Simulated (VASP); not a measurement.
# SiC (F-43m) in VASP: further runs

The runs below take SiC through relaxation of cell and atoms, with PBE.

All numbers are computed with VASP 6.6.1; they aren't measurements. Logs are shortened: lines on timing, memory, paths and dates and some standing lists are left out, and cuts for length are marked.

## 1. Starting point

It takes space group F-43m (No. 216, cubic). Conventional cell: a = 4.358 Å, b = 4.358 Å, c = 4.358 Å, α = 90.00°, β = 90.00°, γ = 90.00°. Around Si (site symmetry -43m) lie 4 C at 1.89 Å. Around C (site symmetry -43m) lie 4 Si at 1.89 Å.

## 2. Relaxation of cell and atoms, PBE

INCAR reads:

```
SYSTEM = SiC
ALGO = Fast
AMIX = 0.2
EDIFF = 1E-7
EDIFFG = -0.002
ENCUT = 520
GGA = PE
IBRION = 2
ISIF = 3
ISMEAR = 0
LASPH = .TRUE.
LCHARG = .FALSE.
LREAL = .FALSE.
LWAVE = .FALSE.
NELM = 100
NSW = 80
PREC = Accurate
SIGMA = 0.02
```

KPOINTS reads:

```
k-points
0
G
  12 12 12
  0 0 0
```

POSCAR reads:

```
SiC
1.0
    0.0000000000      2.1790000000      2.1790000000
    2.1790000000      0.0000000000      2.1790000000
    2.1790000000      2.1790000000      0.0000000000
Si C
1 1
Direct
    0.0000000000      0.0000000000      0.0000000000
    0.2500000000      0.2500000000      0.2500000000
```

Potentials or basis: VASP PAW PBE potentials, release 64 (Si, C).

The run is started by

```
$ cat potpaw_PBE.64/Si/POTCAR potpaw_PBE.64/C/POTCAR > POTCAR
$ mpirun -np 1 vasp_std > vasp.out
```

OUTCAR:

```text
SYSTEM = SiC
   AMIX = 0.2
   EDIFF = 1E-7
   EDIFFG = -0.002
   ENCUT = 520
   GGA = PE
   IBRION = 2
   ISIF = 3
   ISMEAR = 0
   LASPH = .TRUE.
   LREAL = .FALSE.
   NELM = 100
   NSW = 80
   PREC = Accurate

 ion  position               nearest neighbor table
   1  0.000  0.000  0.000-   2 1.89   2 1.89   2 1.89   2 1.89
   2  0.250  0.250  0.250-   1 1.89   1 1.89   1 1.89   1 1.89

  LATTYP: Found a face centered cubic cell.
 ALAT       =     4.3580000000

  Lattice vectors:

 A1 = (   0.0000000000,   2.1790000000,   2.1790000000)
 A2 = (   2.1790000000,   0.0000000000,   2.1790000000)
 A3 = (   2.1790000000,   2.1790000000,   0.0000000000)

Analysis of symmetry for initial positions (statically):
=====================================================================
 Subroutine PRICEL returns:
 Original cell was already a primitive cell.

 Routine SETGRP: Setting up the symmetry group for a
 face centered cubic supercell.

 Subroutine GETGRP returns: Found 24 space group operations
 (whereof 24 operations were pure point group operations)
 out of a pool of 48 trial point group operations.

The static configuration has the point symmetry T_d .

Analysis of symmetry for dynamics (positions and initial velocities):
=====================================================================
 Subroutine PRICEL returns:
 Original cell was already a primitive cell.

 Routine SETGRP: Setting up the symmetry group for a
 face centered cubic supercell.

 Subroutine GETGRP returns: Found 24 space group operations
 (whereof 24 operations were pure point group operations)
 out of a pool of 48 trial point group operations.

The dynamic configuration has the point symmetry T_d .

 Subroutine INISYM returns: Found 24 space group operations
 (whereof 24 operations are pure point group operations),
 and found     1 'primitive' translations

----------------------------------------------------------------------------------------

                                     Primitive cell

  volume of cell :      20.6920

  direct lattice vectors                    reciprocal lattice vectors
     0.000000000  2.179000000  2.179000000    -0.229463056  0.229463056  0.229463056
     2.179000000  0.000000000  2.179000000     0.229463056 -0.229463056  0.229463056
     2.179000000  2.179000000  0.000000000     0.229463056  0.229463056 -0.229463056

  length of vectors
     3.081571352  3.081571352  3.081571352     0.397441672  0.397441672  0.397441672

  position of ions in fractional coordinates (direct lattice)
     0.000000000  0.000000000  0.000000000
     0.250000000  0.250000000  0.250000000

  ion indices of the primitive-cell ions
   primitive index   ion index
                 1           1
                 2           2

----------------------------------------------------------------------------------------

 KPOINTS: k-points

Automatic generation of k-mesh.
 Grid dimensions read from file:
 generate k-points for:   12   12   12

 Generating k-lattice:

  Cartesian coordinates                     Fractional coordinates (reciprocal lattice)
    -0.019121921  0.019121921  0.019121921     0.083333333  0.000000000  0.000000000
     0.019121921 -0.019121921  0.019121921     0.000000000  0.083333333  0.000000000
     0.019121921  0.019121921 -0.019121921     0.000000000  0.000000000  0.083333333

  Length of vectors
     0.033120139  0.033120139  0.033120139

  Shift w.r.t. Gamma in fractional coordinates (k-lattice)
     0.000000000  0.000000000  0.000000000

 Subroutine IBZKPT returns following result:
 ===========================================

 Found     72 irreducible k-points:

 Following reciprocal coordinates:
            Coordinates               Weight
  0.000000  0.000000  0.000000      1.000000
  0.083333  0.000000  0.000000      8.000000
  0.166667  0.000000  0.000000      8.000000
  0.250000  0.000000  0.000000      8.000000
  0.333333  0.000000  0.000000      8.000000
  0.416667  0.000000  0.000000      8.000000
[... 16 lines left out ...]
  0.500000  0.166667  0.000000     24.000000
 -0.416667  0.166667  0.000000     24.000000
 [... further k-points ...]
   k-points           NKPTS =     72   k-points in BZ     NKDIM =     72   number of bands    NBANDS=      8
   number of dos      NEDOS =    301   number of ions     NIONS =      2
   total plane-waves  NPLWV =  13824
   dimension x,y,z NGX =    24 NGY =   24 NGZ =   24
   dimension x,y,z NGXF=    48 NGYF=   48 NGZF=   48
   ions per type =               1   1
   NGX,Y,Z   is equivalent  to a cutoff of  12.95, 12.95, 12.95 a.u.
   NGXF,Y,Z  is equivalent  to a cutoff of  25.90, 25.90, 25.90 a.u.
 SYSTEM =  SiC
   PREC   = accura    normal or accurate (medium, high low for compatibility)
   ISTART =      0    job   : 0-new  1-cont  2-samecut
   ICHARG =      2    charge: 1-file 2-atom 10-const
   ISPIN  =      1    spin polarized calculation?
   LNONCOLLINEAR =      F non collinear calculations
   LSORBIT =      F    spin-orbit coupling
   LASPH  =      T    aspherical Exc in radial PAW
   ENCUT  =  520.0 eV  38.22 Ry    6.18 a.u.   5.73  5.73  5.73*2*pi/ulx,y,z
   NELM   =    100;   NELMIN=  2; NELMDL= -5     # of ELM steps
   EDIFF  = 0.1E-06   stopping-criterion for ELM
   LREAL  =      F    real-space projection
   EDIFFG = -.2E-02   stopping-criterion for IOM
   NSW    =     80    number of steps for IOM
   IBRION =      2    ionic relax: 0-MD 1-quasi-New 2-CG
   NFREE  =      1    steps in history (QN), initial steepest desc. (CG)
   ISIF   =      3    stress and relaxation
   ISYM   =      2    0-nonsym 1-usesym 2-fastsym
   POTIM  = 0.5000    time-step for ionic-motion
   TEBEG  =    0.0;   TEEND  =   0.0 temperature during run
   PSTRESS=    0.0 pullay stress
   NELECT =       8.0000    total number of electrons
   NUPDOWN=      -1.0000    fix difference up-down
   EMIN   =  10.00;   EMAX   =-10.00  energy-range for DOS
   EFERMI =   0.00;   METHOD = LEGACY
   ISMEAR =     0;   SIGMA  =   0.02  broadening in eV -4-tet -1-fermi 0-gaus
   EFERMI_NEDOS =   21; number of points for ismear=-14 and -15
   IALGO  =     68    algorithm
   IMIX   =      4    mixing-type and parameters
     AMIX     =   0.20;   BMIX     =  1.00
     AMIX_MAG =   0.80;   BMIX_MAG =  1.00
  volume/ion in A,a.u.               =      10.35        69.82
  Fermi-wavevector in a.u.,A,eV,Ry     =   1.192626  2.253736 19.352338  1.422357
  Thomas-Fermi vector in A             =   2.328660
   LORBIT       =      0    0 simple, 1 ext, 2 COOP (PROOUT), +10 PAW based schemes
   GGA     = PE    functional components
   LHFCALC =     F    Hartree Fock is set to
   AEXX    =    0.0000 exact exchange contribution
   IVDW    =     0    specifies the selected vdW correction
   LEPSILON=     F    determine dielectric tensor
   LRPA    =     F    only Hartree local field effects (RPA)
 conjugate gradient relaxation of ions
 non-spin polarized calculation
 RMM-DIIS sequential band-by-band and
 Gauss-broadening in eV      SIGMA  =   0.02
  energy-cutoff  :      520.00
  volume of cell :       20.69
 maximum number of plane-waves:       568
   NGX = 11   NGY = 11   NGZ = 11

--------------------------------------- Ionic step        1  -------------------------------------------

 number of electron       8.0000001 magnetization

 Free energy of the ion-electron system (eV)
  ---------------------------------------------------
  ext. energy  EPLUGINS =         0.00000000
  ---------------------------------------------------
  free energy    TOTEN  =       -15.05784196 eV

  energy without entropy =      -15.05784196  energy(sigma->0) =      -15.05784196

------------------------ aborting loop because EDIFF is reached ----------------------------------------

  FORCE on cell =-STRESS in cart. coord.  units (eV):
  Direction    XX          YY          ZZ          XY          YZ          ZX
  --------------------------------------------------------------------------------------
  -------------------------------------------------------------------------------------
  Total        0.4142057      0.4142057      0.4142057     -0.0000000      0.0000000      0.0000000
  in kB       32.0719215     32.0719215     32.0719215     -0.0000000      0.0000000      0.0000000
  external PRESSURE =      32.0719215 kB  Pullay stress =       0.0000000 kB

 VOLUME and BASIS-vectors are now :
 -----------------------------------------------------------------------------
  energy-cutoff  :      520.00
  volume of cell :       20.69
      direct lattice vectors                 reciprocal lattice vectors
     0.000000000  2.179000000  2.179000000    -0.229463056  0.229463056  0.229463056
     2.179000000  0.000000000  2.179000000     0.229463056 -0.229463056  0.229463056
     2.179000000  2.179000000  0.000000000     0.229463056  0.229463056 -0.229463056
[... 37 lines left out ...]
 POSITION                                       TOTAL-FORCE (eV/Angst)
 -----------------------------------------------------------------------------------
      4.40154      2.20077      2.20077        -0.000000      0.000000      0.000000
      1.10039      1.10039      1.10039         0.000000     -0.000000     -0.000000
 -----------------------------------------------------------------------------------
    total drift:                                0.000000      0.000000      0.000000

  FREE ENERGIE OF THE ION-ELECTRON SYSTEM (eV)
  ---------------------------------------------------
  free  energy   TOTEN  =       -15.0577038075 eV

  energy  without entropy=      -15.0577038075  energy(sigma->0) =      -15.05770381

--------------------------------------- Ionic step        3  -------------------------------------------

 number of electron       8.0000001 magnetization

 Free energy of the ion-electron system (eV)
  ---------------------------------------------------
  ext. energy  EPLUGINS =         0.00000000
  ---------------------------------------------------
  free energy    TOTEN  =       -15.06086306 eV

  energy without entropy =      -15.06086306  energy(sigma->0) =      -15.06086306

 E-fermi :   8.0448     XC(G=0): -11.2921

 val. band max:        7.9429128696   @ k =   0.0000   0.0000   0.0000
 cond. band min:       9.3133285585   @ k =   0.5000   0.5000   0.0000
 fundamental gap:      1.3704156888
 Fermi energy:         8.0447700935

 k-point     1 :       0.0000    0.0000    0.0000
  band No.  band energies     occupation
      1      -7.3455      2.00000
      2       7.9429      2.00000
      3       7.9429      2.00000
      4       7.9429      2.00000
      5      14.0048      0.00000
      6      15.1488      0.00000
      7      15.1488      0.00000
      8      15.1488      0.00000

 k-point     2 :       0.0833    0.0000    0.0000
  band No.  band energies     occupation
      1      -7.2113      2.00000
      2       7.2170      2.00000
      3       7.8483      2.00000
      4       7.8483      2.00000
      5      14.2588      0.00000
      6      15.2895      0.00000
      7      15.3230      0.00000
      8      15.3230      0.00000
[... 221 lines left out ...]
 k-point    23 :       0.5000    0.1667    0.0000
  band No.  band energies     occupation
      1      -3.6894      2.00000
      2       0.2391      2.00000
      3       5.1848      2.00000
      4       6.2049      2.00000
      5      12.7382      0.00000
      6      15.6546      0.00000
      7      16.7214      0.00000
      8      18.4524      0.00000

 k-point    24 :      -0.4167    0.1667    0.0000
  band No.  band energies     occupation
      1      -3.5137      2.00000
      2       0.0051      2.00000
      3       4.8759      2.00000
      4       6.4409      2.00000
      5      13.0400      0.00000
      6      15.5609      0.00000
      7      16.4087      0.00000
      8      18.9828      0.00000

 [... further k-points ...]

------------------------ aborting loop because EDIFF is reached ----------------------------------------

  FORCE on cell =-STRESS in cart. coord.  units (eV):
  Direction    XX          YY          ZZ          XY          YZ          ZX
  --------------------------------------------------------------------------------------
  -------------------------------------------------------------------------------------
  Total        0.0000336      0.0000336      0.0000336      0.0000000      0.0000000      0.0000000
  in kB        0.0025610      0.0025610      0.0025610      0.0000000      0.0000000      0.0000000
  external PRESSURE =       0.0025610 kB  Pullay stress =       0.0000000 kB

 VOLUME and BASIS-vectors are now :
 -----------------------------------------------------------------------------
  energy-cutoff  :      520.00
  volume of cell :       21.00
      direct lattice vectors                 reciprocal lattice vectors
    -0.000000000  2.189700848  2.189700848    -0.228341694  0.228341694  0.228341694
     2.189700848  0.000000000  2.189700848     0.228341694 -0.228341694  0.228341694
     2.189700848  2.189700848  0.000000000     0.228341694  0.228341694 -0.228341694

 POSITION                                       TOTAL-FORCE (eV/Angst)
 -----------------------------------------------------------------------------------
     -0.00000      0.00000      0.00000         0.000000      0.000000      0.000000
      1.09485      1.09485      1.09485        -0.000000     -0.000000     -0.000000
 -----------------------------------------------------------------------------------
    total drift:                                0.000000      0.000000      0.000000

  FREE ENERGIE OF THE ION-ELECTRON SYSTEM (eV)
  ---------------------------------------------------
  free  energy   TOTEN  =       -15.0608630618 eV

  energy  without entropy=      -15.0608630618  energy(sigma->0) =      -15.06086306

 reached required accuracy - stopping structural energy minimisation
```

It took 15 s on 1 thread of Intel Xeon Platinum 8488C (Sapphire Rapids), shared host; peak memory 0.14 GiB.

What came out:

```yaml
Free_energy: -15.0609 eV
Relaxed_volume: 10.50 Å³/atom
Relaxed_cell: a = 3.097 Å, b = 3.097 Å, c = 3.097 Å, α = 60.00°, β = 60.00°, γ = 60.00°
Space_group_after_relaxing_to_0.05_Å: F-43m (No. 216)
Energy_gained_by_relaxing: 1.5 meV/atom
Ionic_steps: 3
Pressure_after_relaxing: 0.0 GPa
Band_gap_on_the_k_mesh: 1.37 eV, indirect (least direct gap 4.53 eV)
```

The path:
```csv
step,energy change (eV),largest force (eV/Å),pressure (GPa),volume (Å³)
1,0.0000,0.0000,3.21,20.69
2,0.0001,0.0000,-3.11,21.32
3,-0.0030,0.0000,0.00,21.00
```

Final structure:
```
Si C
1.0
     0.00000    2.18970    2.18970
     2.18970    0.00000    2.18970
     2.18970    2.18970    0.00000
Si C
1 1
Cartesian
  0.0000 0.0000 0.0000
  1.0948 1.0948 1.0948
```

## 3. Relaxation of cell and atoms, PBE

This run uses another cell than the first one, of 10.50 Å³/atom, 1.015 times its volume.

INCAR is that of step 2.

KPOINTS is that of step 2.

POSCAR reads:

```
SiC                                     
1.0
   -0.0000000000      2.1897008475      2.1897008475
    2.1897008475      0.0000000000      2.1897008475
    2.1897008475      2.1897008475      0.0000000000
  Si              C             
     1     1
Direct
     0.0000000000000000    0.0000000000000000    0.0000000000000000
     0.2500000000000000    0.2500000000000000    0.2500000000000000
```

Potentials or basis: VASP PAW PBE potentials, release 64 (Si, C).

The run is started by

```
$ cat potpaw_PBE.64/Si/POTCAR potpaw_PBE.64/C/POTCAR > POTCAR
$ mpirun -np 1 vasp_std > vasp.out
```

It took 7.2 s on 1 thread of Intel Xeon Platinum 8488C (Sapphire Rapids), shared host; peak memory 0.13 GiB.

It converged, with:

```
Free energy             : -15.0610 eV
Pressure after relaxing : 0.0 GPa
Band gap on the k mesh  : 1.37 eV, indirect (least direct gap 4.53 eV)
```

Final structure:
```
Si C
1.0
     0.00000    2.18970    2.18970
     2.18970    0.00000    2.18970
     2.18970    2.18970    0.00000
Si C
1 1
Direct
  0.00000 0.00000 0.00000
  0.25000 0.25000 0.25000
```

Levels at points of the mesh, in eV from the valence-band top:
| k point | band 1 | band 2 | band 3 | band 4 | band 5 | band 6 | band 7 | band 8 |
| --- | --- | --- | --- | --- | --- | --- | --- | --- |
| (0.00, 0.00, 0.00) | -15.29 | 0.00 | 0.00 | 0.00 | 6.06 | 7.21 | 7.21 | 7.21 |
| (0.50, 0.00, 0.00) | -11.78 | -8.45 | -1.05 | -1.05 | 5.30 | 7.17 | 7.17 | 9.97 |
| (0.50, 0.50, 0.00) | -10.34 | -7.75 | -3.16 | -3.16 | 1.37 | 4.27 | 13.86 | 14.58 |

Caveat: the relaxation stopped at its first step, so nothing moved. A k mesh can miss the band edges.
